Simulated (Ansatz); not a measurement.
**Hf2C, relaxed**

Aim: in Hf2C, a structure type of another compound, with these elements put in, relax cell and atoms, then read levels, charges and fields where it ends.

Computed, not measured: Ansatz 0.2.0, DFT, PBE, spin-orbit coupling, plane waves, PAW.

### Step 1. The structure

The structure is trigonal, space group R-3m (No. 166). Conventional cell: a = 3.324 Å, b = 3.324 Å, c = 16.471 Å, α = 90.00°, β = 90.00°, γ = 120.00°. C (site symmetry -3m) has 6 Hf at 2.29 Å as nearest neighbours. Hf (site symmetry 3m) is surrounded by 3 C at 2.29 Å.

Coordinates:

```cif
data_structure
_symmetry_space_group_name_H-M 'P 1'
_symmetry_Int_Tables_number 1
_cell_length_a 3.3236
_cell_length_b 3.3236
_cell_length_c 5.8161
_cell_angle_alpha 106.602
_cell_angle_beta 106.602
_cell_angle_gamma 60.000
_cell_volume 52.52
loop_
_atom_site_label
_atom_site_type_symbol
_atom_site_fract_x
_atom_site_fract_y
_atom_site_fract_z
_atom_site_occupancy
C1 C 0.00000 0.00000 0.00000 1
Hf1 Hf 0.25793 0.25793 0.77379 1
Hf2 Hf 0.74207 0.74207 0.22621 1
```

It starts from an earlier solution of the starting cell (checkpoint.read).

### Step 2. The relaxation

input.yaml reads:

```yaml
crystal:
  lattice:
    - [1.661807, 2.87833, 0.0]
    - [-1.661807, 2.87833, 0.0]
    - [0.0, -1.918887, 5.490393]
  atoms:
    - { symbol: C, position: [0.0, 0.0, 0.0] }
    - { symbol: Hf, position: [0.25793, 0.25793, 0.77379] }
    - { symbol: Hf, position: [0.74207, 0.74207, 0.22621] }
  symmetry: { tolerance: 0.0003 }
kpoints:
  mp_grid: { grid: [6, 6, 6], shift: [0, 0, 0] }
magnetization:
  noncollinear: true
  spin_orbit: true
scf:
  occupations: { method: fermi_dirac }
  lower_state_search: "off"
hamiltonian:
  pseudopotentials: { kind: paw_fr }
  xc: pbe
basis:
  ecutwfc: 420
  fft_grid_basis: typed
relax:
  max_steps: 40
  cell: { p_target: 0.0 }
  f_tol: 0.03
output:
  forces: true
  stress: true
  eigenvalues: true
  bader: true
  populations: true
  elf: true
  write_potential: true
  volumetric_format: npy
  dos:
    e_range: [-12, 8]
    de: 0.05
    projected: { site_lists: { C: [C], Hf: [Hf] } }
    method: { smearing: { sigma: 0.1, scheme: gaussian } }
  write_density: true
checkpoint:
  read: saved_state
```

Run with:

```console
$ ansatz run input.yaml --threads 2 --pin off --max-ram 3584MiB --backend cpu --events-out ev --progress --plain --runs-dir out
```

What it wrote (excerpt; [...] marks lines left out):

```text
Warning: crystal.lattice misses the space group found at crystal.symmetry.tolerance 3.0e-4 in a digit that the deck types, which is why this is a warning: making the lattice exact moves one of its numbers by a whole unit of that number's last typed decimal, or more. The operation that it [...]
Warning: checkpoint.read: basis.xc_grid differs: saved 1, current 2 (points along each axis for each point of the dense box; where the key is left out runs that use forces, runs that use the stress, dielectric runs by a finite field, finite-displacement phonons, runs of [...]
Warning: RAYON_NUM_THREADS=2 ignored (pool sized by the plan → 2); use --threads N
[...]
Pseudopotentials: kind: paw_fr
Pseudopotential: C, paw_fr, valence charge 4, recommended cutoff 420 eV (normal), C.paw.azcp#standard-fr
Pseudopotential: Hf, paw_fr, valence charge 26, recommended cutoff 420 eV (normal), Hf.paw.azcp#standard-fr
Functional definition: PBE
[...]
non-collinear run that drives no moment, with spin-orbit: no starting moment large enough to seed its density (crystal.atoms[].spin), no starting occupations that ask for one, no magnetisation constraint and no magnetic field, so the semilocal B_xc is pinned to zero
Crystal: 3 atoms, lattice volume = 52.524 Å³
Basis set: ecut = 420 eV, 1039 PW (Γ), exchange–correlation on 48×48×80 points (8 copies of the dense FFT grid, shifted against one another)
Bands: 68, of which v1, the nominal top of the filled ones, is band 56 counted from 1 (55 counted from 0)
Symmetry: 12 space group operations + 12 with time reversal
Magnetic group: BNS 166.98 (UNI 1328), of the structure as read, at distance tolerance 1.1e-3 Å
k-points: 32 of 216
Projection manifold: j_resolved (fully-relativistic pseudo-atomic orbitals)
[...]
SCF iter   1: F=—  HF=-31732.800526 eV  |F-HF|=—  |Δ(HF+E_count)|=         —  Δρ=3.16e-3  dr2=8.28e-4  dr2_m=0.00e0 (ungated)  ethr=1.38e-6  |M|=0.00e0 ∫|m|=0.00e0 μB  |m|>n=0.0e0 m-floor=0.0e0 τ_xc=0.0e0  β_m=0.30  ⟨swp⟩=2.2  Hψ=6560  notcnv=0
[...]
spin=Noncollinear: Kerker preconditioning applied to the charge; magnetization (m_x, m_y, m_z) channels mix plain (no charge-response kernel on spin).
[...]
relax step   1: F+E_penalty+E_count = -31732.80379056 eV  Δ(F+E_penalty+E_count) = +0.000e0 eV  max|allowed force component| = 2.990e-1 eV/Å  Δτ_max = 0.0000 Å  P = -5.892 GPa  Ω = 52.524 Å³  (6 SCF iters, dr2 threshold 1.00e-7 eV, accepted)
[...]
relax step   2: F+E_penalty+E_count = -31732.86977248 eV  Δ(F+E_penalty+E_count) = -6.598e-2 eV  max|allowed force component| = 5.600e-1 eV/Å  Δτ_max = 0.1011 Å  P = +2.669 GPa  Ω = 47.942 Å³  energy of the carried Pulay correction = +4.180e-3 eV  (8 SCF iters, dr2 threshold 3.00e-7 eV, accepted)
[...]
Projection manifold: j_resolved (fully-relativistic pseudo-atomic orbitals)
[...]
spin=Noncollinear: Kerker preconditioning applied to the charge; magnetization (m_x, m_y, m_z) channels mix plain (no charge-response kernel on spin).
[...]
SCF iter   3: F=—  HF=-31732.899673 eV  |F-HF|=—  |Δ(HF+E_count)|=   3.37e-3  Δρ=1.16e-3  dr2=1.94e-3  dr2_m=0.00e0 (ungated)  ethr=3.37e-5  |M|=0.00e0 ∫|m|=0.00e0 μB  |m|>n=0.0e0 m-floor=0.0e0 τ_xc=0.0e0  β_m=0.51  ⟨swp⟩=2.0  Hψ=1663  notcnv=0
```

### Step 3. More of the same log

Output, continued:

```text
SCF iter   4: F=—  HF=-31732.898348 eV  |F-HF|=—  |Δ(HF+E_count)|=   1.33e-3  Δρ=9.04e-4  dr2=3.91e-4  dr2_m=0.00e0 (ungated)  ethr=3.47e-6  |M|=0.00e0 ∫|m|=0.00e0 μB  |m|>n=0.0e0 m-floor=0.0e0 τ_xc=0.0e0  β_m=0.76  ⟨swp⟩=2.0  Hψ=1989  notcnv=0
SCF iter   5: F=—  HF=-31732.898211 eV  |F-HF|=—  |Δ(HF+E_count)|=   1.36e-4  Δρ=2.23e-4  dr2=2.26e-5  dr2_m=0.00e0 (ungated)  ethr=6.97e-7  |M|=0.00e0 ∫|m|=0.00e0 μB  |m|>n=0.0e0 m-floor=0.0e0 τ_xc=0.0e0  β_m=0.76  ⟨swp⟩=2.0  Hψ=1742  notcnv=0
SCF iter   6: F=—  HF=-31732.898208 eV  |F-HF|=—  |Δ(HF+E_count)|=   3.53e-6  Δρ=8.26e-5  dr2=3.47e-6  dr2_m=0.00e0 (ungated)  ethr=4.04e-8  |M|=0.00e0 ∫|m|=0.00e0 μB  |m|>n=0.0e0 m-floor=0.0e0 τ_xc=0.0e0  β_m=0.88  ⟨swp⟩=2.0  Hψ=1980  notcnv=0
SCF iter   7: F=—  HF=-31732.898206 eV  |F-HF|=—  |Δ(HF+E_count)|=   1.59e-6  Δρ=3.06e-5  dr2=5.64e-7  dr2_m=0.00e0 (ungated)  ethr=6.19e-9  |M|=0.00e0 ∫|m|=0.00e0 μB  |m|>n=0.0e0 m-floor=0.0e0 τ_xc=0.0e0  β_m=0.94  ⟨swp⟩=2.0  Hψ=1983  notcnv=0
SCF iter   8: F=-31732.898206 eV  HF=-31732.898206 eV  |F-HF|=5.44e-8  |Δ(HF+E_count)|=   1.55e-7  Δρ=1.40e-5  dr2=7.12e-8  dr2_m=0.00e0 (ungated)  ethr=5.36e-10  |M|=0.00e0 ∫|m|=0.00e0 μB  |m|>n=0.0e0 m-floor=0.0e0 τ_xc=0.0e0  ⟨swp⟩=10.3  Hψ=9016  notcnv=0
SCF 3 converged in 8 iterations: F = -31732.898206 eV  dr2 = 7.12e-8
  Residual-converged pass: ⟨swp⟩=3.6  Hψ=2089  notcnv=0  max |occ|·‖R‖ = 7.0e-9 eV (tolerance 1.0e-8 eV)  dr2=7.12e-8  dr2_m=0.00e0 (ungated)  dr2_onsite=2.82e-8  max |Δocc| = 2.2e-11
relax step   3: F+E_penalty+E_count = -31732.89820611 eV  Δ(F+E_penalty+E_count) = -2.843e-2 eV  max|allowed force component| = 2.836e-2 eV/Å  Δτ_max = 0.0444 Å  P = -1.024 GPa  Ω = 49.698 Å³  energy of the carried Pulay correction = +2.534e-3 eV  (8 SCF iters, dr2 threshold 3.00e-7 eV, accepted)
[... 12 lines left out ...]
relax step   4: F+E_penalty+E_count = -31732.90021389 eV  Δ(F+E_penalty+E_count) = -2.008e-3 eV  max|allowed force component| = 1.264e-2 eV/Å  Δτ_max = 0.0025 Å  P = +0.103 GPa  Ω = 49.328 Å³  energy of the carried Pulay correction = +2.876e-3 eV  (5 SCF iters, dr2 threshold 3.00e-7 eV, accepted)
[... 11 lines left out ...]
relax step   5: F+E_penalty+E_count = -31732.90037138 eV  Δ(F+E_penalty+E_count) = -1.575e-4 eV  max|allowed force component| = 3.221e-3 eV/Å  Δτ_max = 0.0008 Å  P = +0.037 GPa  Ω = 49.331 Å³  energy of the carried Pulay correction = +2.873e-3 eV  (4 SCF iters, dr2 threshold 2.00e-7 eV, accepted)
[... 11 lines left out ...]
relax step   6: F+E_penalty+E_count = -31732.90037763 eV  Δ(F+E_penalty+E_count) = -6.249e-6 eV  max|allowed force component| = 6.674e-4 eV/Å  Δτ_max = 0.0002 Å  P = -0.000 GPa  Ω = 49.337 Å³  energy of the carried Pulay correction = +2.868e-3 eV  (5 SCF iters, dr2 threshold 1.76e-8 eV, accepted)
[... 13 lines left out ...]
relax step   7: F+E_penalty+E_count = -31732.89809717 eV  Δ(F+E_penalty+E_count) = +2.280e-3 eV  max|allowed force component| = 4.571e-4 eV/Å  Δτ_max = 0.0000 Å  P = -0.045 GPa  Ω = 49.337 Å³  stress off target by 6.74e-2 GPa  SCF on the basis re-selected at this cell (its energy is not comparable with the rows above)  (8 SCF iters)
[... 11 lines left out ...]
relax step   8: F+E_penalty+E_count = -31732.89811683 eV  Δ(F+E_penalty+E_count) = -1.966e-5 eV  max|allowed force component| = 5.141e-4 eV/Å  Δτ_max = 0.0003 Å  P = -0.003 GPa  Ω = 49.320 Å³  energy of the carried Pulay correction = +1.648e-5 eV  (4 SCF iters, dr2 threshold 1.14e-8 eV, accepted)
Projection manifold: j_resolved (fully-relativistic pseudo-atomic orbitals)
iter 1 solved again at ethr=9.79e-9 eV; its pass at ethr=3.10e-3 eV (dr2=5.48e-6 eV) is discarded
SCF iter   1: F=—  HF=-31732.898100 eV  |F-HF|=—  |Δ(HF+E_count)|=         —  Δρ=4.25e-6  dr2=1.17e-8  dr2_m=0.00e0 (ungated)  ethr=9.79e-9  |M|=0.00e0 ∫|m|=0.00e0 μB  |m|>n=0.0e0 m-floor=0.0e0 τ_xc=0.0e0  β_m=0.30  ⟨swp⟩=4.3  Hψ=8120  notcnv=0
preconditioner: auto → Kerker (q_TF=auto, 2.787 Å⁻¹)  [metal: Δε(μ)=0.027 eV  Ē_g=17.523 eV  σ=0.100 eV  W_gap=0.07  n_scr=22 (ndim 8)  ℏωp=38.1 eV  f_vac=0.000  D(μ)=1.87/eV (n_scr^D=16)]
spin=Noncollinear: Kerker preconditioning applied to the charge; magnetization (m_x, m_y, m_z) channels mix plain (no charge-response kernel on spin).
SCF iter   2: F=—  HF=-31732.898100 eV  |F-HF|=—  |Δ(HF+E_count)|=   5.94e-7  Δρ=3.13e-6  dr2=7.69e-9  dr2_m=0.00e0 (ungated)  ethr=2.09e-11  |M|=0.00e0 ∫|m|=0.00e0 μB  |m|>n=0.0e0 m-floor=0.0e0 τ_xc=0.0e0  β_m=0.65  ⟨swp⟩=2.5  Hψ=2111  notcnv=0
SCF iter   3: F=—  HF=-31732.898100 eV  |F-HF|=—  |Δ(HF+E_count)|=   1.07e-9  Δρ=1.02e-6  dr2=8.63e-10  dr2_m=0.00e0 (ungated)  ethr=1.37e-11  |M|=0.00e0 ∫|m|=0.00e0 μB  |m|>n=0.0e0 m-floor=0.0e0 τ_xc=0.0e0  β_m=0.53  ⟨swp⟩=3.0  Hψ=1850  notcnv=0
SCF iter   4: F=—  HF=-31732.898100 eV  |F-HF|=—  |Δ(HF+E_count)|=  5.82e-10  Δρ=7.57e-7  dr2=2.53e-10  dr2_m=0.00e0 (ungated)  ethr=1.54e-12  |M|=0.00e0 ∫|m|=0.00e0 μB  |m|>n=0.0e0 m-floor=0.0e0 τ_xc=0.0e0  β_m=0.77  ⟨swp⟩=2.0  Hψ=1984  notcnv=0
SCF iter   5: F=—  HF=-31732.898100 eV  |F-HF|=—  |Δ(HF+E_count)|=  3.64e-11  Δρ=4.65e-7  dr2=1.57e-10  dr2_m=0.00e0 (ungated)  ethr=1.00e-12  |M|=0.00e0 ∫|m|=0.00e0 μB  |m|>n=0.0e0 m-floor=0.0e0 τ_xc=0.0e0  β_m=0.66  ⟨swp⟩=2.1  Hψ=1570  notcnv=0
SCF iter   6: F=-31732.898100 eV  HF=-31732.898100 eV  |F-HF|=2.55e-11  |Δ(HF+E_count)|=  1.82e-11  Δρ=1.46e-7  dr2=1.53e-11  dr2_m=0.00e0 (ungated)  ethr=1.00e-12  |M|=0.00e0 ∫|m|=0.00e0 μB  |m|>n=0.0e0 m-floor=0.0e0 τ_xc=0.0e0  ⟨swp⟩=5.4  Hψ=5834  notcnv=0
SCF 9 converged in 6 iterations: F = -31732.898100 eV  dr2 = 1.53e-11
relax step   9: F+E_penalty+E_count = -31732.89809958 eV  Δ(F+E_penalty+E_count) = +1.725e-5 eV  max|allowed force component| = 6.751e-4 eV/Å  Δτ_max = 0.0000 Å  P = -0.003 GPa  Ω = 49.320 Å³  stress off target by 5.54e-3 GPa  SCF on the basis re-selected at this cell (its energy is not comparable with the rows above)  (6 SCF iters)
basis re-selected at this cell: Δ(F+E_penalty+E_count) = +1.725e-5 eV, ΔP = -0.000 GPa vs the last step (what re-selecting the basis moved, of the pressure what is left beyond the Pulay correction that the steps carried, after the strain that the cell walked since its last selection, with what the two solves' SCF thresholds leave and, on support functions, any second-order correction that the steps lacked; it is no measure of the basis error at this ecutwfc). This SCF's stress stands 5.54e-3 GPa from its target on what of the cell is left free (relax.cell.stress_tol is 5.00e-2 GPa) and its largest allowed force component is 6.75e-4 eV/Å (relax.f_tol is 3.00e-2 eV/Å): within both
SCF converged after 6 iterations
Magnetization: |M| = 0.0000 μB,  M = (+0.0000, +0.0000, +0.0000) μB
Absolute magnetization: 0.0000 μB (∫|m|)
  site 0: m = (+0.0000, +0.0000, +0.0000) μB, |m| = 0.0000 μB  (R = 0.94 Å)
  site 1: m = (+0.0000, +0.0000, +0.0000) μB, |m| = 0.0000 μB  (R = 0.94 Å)
  site 2: m = (+0.0000, +0.0000, +0.0000) μB, |m| = 0.0000 μB  (R = 0.94 Å)
Free energy (F): -31732.898100 eV
Harris-Foulkes:  -31732.898100 eV  (|F-HF|=2.55e-11)
Internal energy: -31732.838319 eV  (E = F + TS)
E sigma→0 (E₀):  -31732.868209 eV
Entropy (-TS):   -0.059781 eV (-19.927 meV/atom)
Fermi energy:    19.271416 eV
--- Per-component energies (eV) ---
  E_band       = 98.755914
  E_kinetic    = 935.788101
  E_local      = -10466.706074  (includes V_loc(G=0)·N_el)
  E_nonlocal   = -2464.251113
  E_hartree    = 4923.199671
  E_xc         = -648.001505
  E_vxc        = -592.576793  (∫ρ·V_xc dr)
  E_paw        = -13991.025117  (= ΣΔE_a)
  E_vpaw       = 2840.102278  (= ΣTr[D̂ρ^β])
  E_aug_tail   = 0.000005  (compensation charges beyond the density's cutoff)
  E_ewald      = -10021.842287
  E_smearing   = -0.059781  (= −TS)
  E_closure    = -0.000000  (closes the sum)
  Σ components = -31732.898100   (vs F -31732.898100, Δ=0.00e0)
--- Forces (eV/Å), atoms counted from 1 ---
  atom   1  C     -0.00000000     0.00000000     0.00000000
  atom   2  Hf     0.00000000    -0.00000000     0.00067508
  atom   3  Hf     0.00000000     0.00000000    -0.00067508
  max |Σ_I F_I| component: 5.26e-31 eV/Å
--- Stress (GPa, compression-positive) ---
       -0.001733       0.000000       0.000000
       -0.000000      -0.001733       0.000000
        0.000000       0.000000      -0.005536
  P = ⅓ Tr σ = -0.0030 GPa (-0.030 kbar)
--- Band table (eV; the first three rows and the last of 32) ---
  k-point 0: bands = ["-42.2118", "-42.2118", "-42.1605", "-42.1605", "-16.5659", "-16.5659", "-16.3823", "-16.3823", "-9.1510", "-9.1510", "-8.6345", "-8.6345", "-8.5255", "-8.5255", "-8.5224", "-8.5224", "6.8414", "6.8414", "6.9000", "6.9000", "6.9016", "6.9016", "6.9135", "6.9135", "6.9163", "6.9163", "6.9209", "6.9209", "7.6467", "7.6467", "8.6048", "8.6048", "8.6425", "8.6425", "8.6441", "8.6441", "8.6500", "8.6500", "8.6608", "8.6608", "8.6730", "8.6730", "8.6872", "8.6872", "8.7323", "8.7323", "13.7442", "13.7442", "16.4785", "16.4785", "16.4919", "16.4919", "16.5547", "16.5547", "20.2315", "20.2315", "20.3345", "20.3345", "20.7805", "20.7805", "22.7612", "22.7612", "22.7919", "22.7919", "23.4913", "23.4913", "24.0237", "24.0237"]
  k-point 1: bands = ["-42.2091", "-42.2091", "-42.1632", "-42.1632", "-16.5553", "-16.5553", "-16.3927", "-16.3927", "-9.1176", "-9.1176", "-8.6283", "-8.6283", "-8.5619", "-8.5619", "-8.5319", "-8.5319", "6.8477", "6.8477", "6.8998", "6.8998", "6.9013", "6.9013", "6.9136", "6.9136", "6.9162", "6.9162", "6.9209", "6.9209", "7.7128", "7.7128", "8.6063", "8.6063", "8.6421", "8.6421", "8.6438", "8.6438", "8.6501", "8.6501", "8.6598", "8.6598", "8.6721", "8.6721", "8.6851", "8.6851", "8.7397", "8.7397", "13.5216", "13.5216", "16.5293", "16.5293", "16.5880", "16.5880", "16.7920", "16.7920", "20.2988", "20.2988", "20.3269", "20.3269", "20.6241", "20.6241", "22.5038", "22.5038", "22.5150", "22.5150", "23.5117", "23.5117", "23.9360", "23.9360"]
  k-point 2: bands = ["-42.2026", "-42.2026", "-42.1698", "-42.1698", "-16.5283", "-16.5283", "-16.4192", "-16.4192", "-9.0310", "-9.0310", "-8.6608", "-8.6608", "-8.6122", "-8.6122", "-8.5484", "-8.5484", "6.8582", "6.8582", "6.8996", "6.8996", "6.9006", "6.9006", "6.9138", "6.9138", "6.9160", "6.9160", "6.9208", "6.9208", "7.8527", "7.8527", "8.6095", "8.6095", "8.6416", "8.6416", "8.6430", "8.6430", "8.6507", "8.6507", "8.6576", "8.6576", "8.6709", "8.6709", "8.6799", "8.6799", "8.7592", "8.7592", "13.1255", "13.1255", "16.6085", "16.6085", "16.6630", "16.6630", "17.4842", "17.4842", "19.6791", "19.6791", "20.5023", "20.5023", "20.8093", "20.8093", "22.2168", "22.2168", "22.2928", "22.2928", "23.2733", "23.2733", "23.3724", "23.3724"]
  k-point 31: bands = ["-42.1565", "-42.1565", "-42.1565", "-42.1565", "-16.5899", "-16.5899", "-16.5793", "-16.5793", "-9.1231", "-9.1231", "-9.0448", "-9.0448", "-8.8642", "-8.8642", "-8.7775", "-8.7775", "6.8822", "6.8822", "6.9046", "6.9046", "6.9069", "6.9069", "6.9135", "6.9135", "6.9222", "6.9222", "6.9246", "6.9246", "8.4930", "8.4930", "8.6402", "8.6402", "8.6436", "8.6436", "8.6455", "8.6455", "8.6548", "8.6548", "8.6569", "8.6569", "8.6683", "8.6683", "8.6765", "8.6765", "9.4377", "9.4377", "14.9718", "14.9718", "15.1858", "15.1858", "16.4268", "16.4268", "18.1603", "18.1603", "18.6523", "18.6523", "19.7637", "19.7637", "20.6332", "20.6332", "22.3855", "22.3855", "23.6918", "23.6918", "24.6071", "24.6071", "25.0209", "25.0209"]
--- Relaxed structure (7 steps of the walk, 7 accepted, 2 SCFs on fresh bases) ---
  F+E_penalty+E_count = -31732.89809958 eV   max|allowed force component| = 6.751e-4 eV/Å   (the final SCF, on the basis selected at the relaxed cell)
  cell:  # Å, volume = 49.3202 Å³
    - [1.6434655410665813, 2.8465658176159923, 8.641053704178168e-8]
    - [-1.6434655410665813, 2.8465658176159923, 8.641053704178168e-8]
    - [-2.823529835512846e-34, -1.8977107050913815, 5.271238273614358]
  atoms:
    - { symbol: C, position: [-2.3948493392920297e-26, -2.3948493552274277e-26, 7.622389526482727e-34] }
    - { symbol: Hf, position: [0.25425451395131154, 0.25425451395131154, 0.7627635418539346] }
    - { symbol: Hf, position: [0.7457454860486883, 0.7457454860486883, 0.23723645814606512] }
--- Löwdin populations: 3 sites ---
  site symbol       q [e]
     0      C      4.7237
     1     Hf     25.5595
     2     Hf     25.5595
  spilling = 0.002809 (of n_electrons = 56.000000)
--- Bader charges: 3 sites ---
  site symbol  charge [e]  shift [e]  m_x [muB]  m_y [muB]  m_z [muB]
     0      C     -2.2105     0.0013     0.0000     0.0000     0.0000
     1     Hf      1.1052     0.0007     0.0000     0.0000     0.0000
     2     Hf      1.1053     0.0007     0.0000     0.0000     0.0000
  estimated error of the sums over rays = 4.5e-4 e
```

It took 98 s on 2 threads of Arm Neoverse V2, shared host; peak memory 0.62 GiB.

Step by step:

```
step  energy from step 1 (eV/cell)  largest force component (eV/Å)  pressure (GPa)  volume (Å³)
   1                        0.0000                          0.2990           -5.89        52.52
   2                       -0.0660                          0.5600            2.67        47.94
   3                       -0.0944                          0.0284           -1.02        49.70
   4                       -0.0964                          0.0126            0.10        49.33
   5                       -0.0966                          0.0032            0.04        49.33
   6                       -0.0966                          0.0007            0.00        49.34
   7                       -0.0943                          0.0005           -0.04        49.34
   8                       -0.0943                          0.0005            0.00        49.32
   9                       -0.0943                          0.0007            0.00        49.32
```

Step 1 is the start. Steps 7, 9 repeat the geometry before on a plane-wave basis chosen anew for that cell, so the energy can jump there without any move; the table keeps such jumps.

| input's cell | before | after | change |
| --- | --- | --- | --- |
| a (Å) | 3.324 | 3.287 | -1.1 % |
| b (Å) | 3.324 | 3.287 | -1.1 % |
| c (Å) | 5.816 | 5.602 | -3.7 % |
| α (°) | 106.60 | 107.06 | +0.46° |
| β (°) | 106.60 | 107.06 | +0.46° |
| volume (Å³/atom) | 17.51 | 16.44 | -6.1 % |

The largest move, 0.06 Å, apart from the change of the cell, is shared by several atoms, Hf2 among them.

### Step 4. Density of states

Counts of states in windows (eV from the Fermi level; Gaussian smearing of 0.1 eV), total and projected:

```
from    to  total   C p  Hf s  Hf d
-7.0  -6.0   0.03  0.01  0.01  0.01
-6.0  -5.0   0.81  0.30  0.20  0.29
-5.0  -4.0   1.42  0.61  0.24  0.51
-4.0  -3.0   1.99  1.03  0.13  0.76
-3.0  -2.0   1.85  1.00  0.04  0.76
-2.0  -1.0   2.23  0.21  0.29  1.58
-1.0   0.0   1.54  0.09  0.07  1.30
 0.0   1.0   1.91  0.14  0.08  1.59
 1.0   2.0   1.45  0.08  0.03  1.31
 2.0   3.0   1.25  0.08  0.03  1.11
```

### Step 5. Charges

Gathered by element (positive charge: electrons given up): Löwdin charges also hold the electrons that the projection spills.

```
element  atoms  Bader charge (e)  Bader volume (Å³)  Löwdin charge (e)
      C      1             -2.21               13.9              -0.72
     Hf      2             +1.11               17.7              +0.44
```

Löwdin charges rest on a small set of atomic orbitals that misses 0.3 % of the electrons, so they need not add up to the cell's charge and can differ from Bader's even in sign.

### Step 6. Fields in real space

Maps in the plane spanned by a and b at height 0.000 along c (axes of the input's cell), one cell: a runs left to right (10 points from zero), b bottom to top (10 points), 60° apart. Near the nuclei they are pseudo-fields.

Valence density. Values in e/Å³, 10 rows by 10 columns:
```
1.72 1.72 1.25 0.62 0.33 0.23 0.23 0.33 0.62 1.25
1.04 1.25 1.04 0.62 0.36 0.25 0.22 0.25 0.36 0.62
0.47 0.62 0.62 0.47 0.33 0.25 0.23 0.23 0.25 0.33
0.27 0.33 0.36 0.33 0.27 0.23 0.22 0.23 0.22 0.23
0.21 0.23 0.25 0.25 0.23 0.21 0.23 0.25 0.25 0.23
0.27 0.23 0.22 0.23 0.22 0.23 0.27 0.33 0.36 0.33
0.47 0.33 0.25 0.23 0.23 0.25 0.33 0.47 0.62 0.62
1.04 0.62 0.36 0.25 0.22 0.25 0.36 0.62 1.04 1.25
1.72 1.25 0.62 0.33 0.23 0.23 0.33 0.62 1.25 1.72
1.67 1.72 1.04 0.47 0.27 0.21 0.27 0.47 1.04 1.72
```

ELF less spin currents. Values, 10 rows by 10 columns:
```
0.37 0.37 0.75 0.77 0.46 0.19 0.19 0.46 0.77 0.75
0.79 0.75 0.79 0.77 0.49 0.19 0.12 0.19 0.49 0.77
0.69 0.77 0.77 0.69 0.46 0.19 0.11 0.11 0.19 0.46
0.34 0.46 0.49 0.46 0.34 0.19 0.12 0.11 0.12 0.19
0.20 0.19 0.19 0.19 0.19 0.20 0.19 0.19 0.19 0.19
0.34 0.19 0.12 0.11 0.12 0.19 0.34 0.46 0.49 0.46
0.69 0.46 0.19 0.11 0.11 0.19 0.46 0.69 0.77 0.77
0.79 0.77 0.49 0.19 0.12 0.19 0.49 0.77 0.79 0.75
0.37 0.75 0.77 0.46 0.19 0.19 0.46 0.77 0.75 0.37
0.02 0.37 0.79 0.69 0.34 0.20 0.34 0.69 0.79 0.37
```

Atoms within 0.2 Å of the plane, in fractions of a and b: C at (1.00, 1.00).

(Part 1 of 2 ends here.)
